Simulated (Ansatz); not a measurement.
The polar optical mode of AlP at 15 GPa, worked through

Theory: DFT PBE, scalar-relativistic, plane waves, PAW in Ansatz 0.2.0. Plane waves to 420 eV; Γ-centred k mesh 10×10×10; fixed occupations. No spin polarisation. Phonons by linear response, acoustic sum rule imposed.

The cell, relaxed at 15 GPa:
```cif
data_structure
_symmetry_space_group_name_H-M 'F-43m'
_symmetry_Int_Tables_number 216
_cell_length_a 5.2621
_cell_length_b 5.2621
_cell_length_c 5.2621
_cell_angle_alpha 90.000
_cell_angle_beta 90.000
_cell_angle_gamma 90.000
_cell_volume 145.71
loop_
_atom_site_label
_atom_site_type_symbol
_atom_site_symmetry_multiplicity
_atom_site_Wyckoff_symbol
_atom_site_fract_x
_atom_site_fract_y
_atom_site_fract_z
_atom_site_occupancy
Al1 Al 4 a 0.00000 0.00000 0.00000 1
P1 P 4 c 0.25000 0.25000 0.25000 1
```

Linear response gives ν_TO = 501.8 cm⁻¹, Born charges ±2.166 e (positive on Al) and ε∞ = 8.052. The primitive cell holds 36.427 Å³, and the masses are 26.982 and 30.974 amu.

Task: Find ν_LO and the static dielectric constant.

Result: The long-wave field adds a restoring force: ω_LO² − ω_TO² = Z*²e²/(ε_vac ε∞ μV). In these units ν_LO² − ν_TO² = 4.92064×10⁷ Z*²/(μ V ε∞) cm⁻², with μ = m₁m₂/(m₁ + m₂) = 14.420 amu: 54584 cm⁻². So ν_LO = √(501.8² + 54584) = 553.6 cm⁻¹, and the run gives 553.6. Lyddane–Sachs–Teller then gives ε0 = ε∞ (ν_LO/ν_TO)² = 9.80, against 9.80 in the run (it forms both from the same three quantities, so the match checks the arithmetic only). Between ν_TO and ν_LO the dielectric function is negative and an undamped crystal reflects fully: a reststrahlen band from 18.1 to 19.9 μm.

Task: What do the Clausius–Mossotti polarisability and the Szigeti charge come to?

Result: With the Lorentz local field, α = (3V/4π)(ε∞ − 1)/(ε∞ + 2) = 6.10 Å³ for the pair, and e_S = 3Z*/(ε∞ + 2) = 0.65 e. The Born charge includes the electrons' response to the dipole's own local field, and e_S takes that enhancement out. The Lorentz field assumes point-like polarisable ions, a poor picture once ε∞ is this large, since the electron clouds then overlap or are shared, so both numbers are formal here.

Task: How strongly does a slow electron couple to the LO mode?

Result: For one isotropic parabolic band, Fröhlich's constant is α_F = (1/ε∞ − 1/ε0) √(m* Ry/ħω_LO), with Ry = 13.606 eV, ħω_LO = 68.6 meV and m* in free-electron masses: α_F = 0.0221 × 14.08 × √m* = 0.31 √m*. The band mass isn't part of this run; for m* = 0.1, 0.3 and 1 it gives 0.10, 0.17, 0.31. In weak coupling the polaron lies α_F ħω_LO below the band edge (12 meV at m* = 0.3) with a mass m*(1 + α_F/6); past α_F of about 5 or 6 that expansion fails. A semilocal functional's ε∞ tends to be too large, which taken alone lowers α_F.

Cost: 1 run of about 0.26 core-minutes, on AMD EPYC 9R45 (Zen 5) (shared hosts).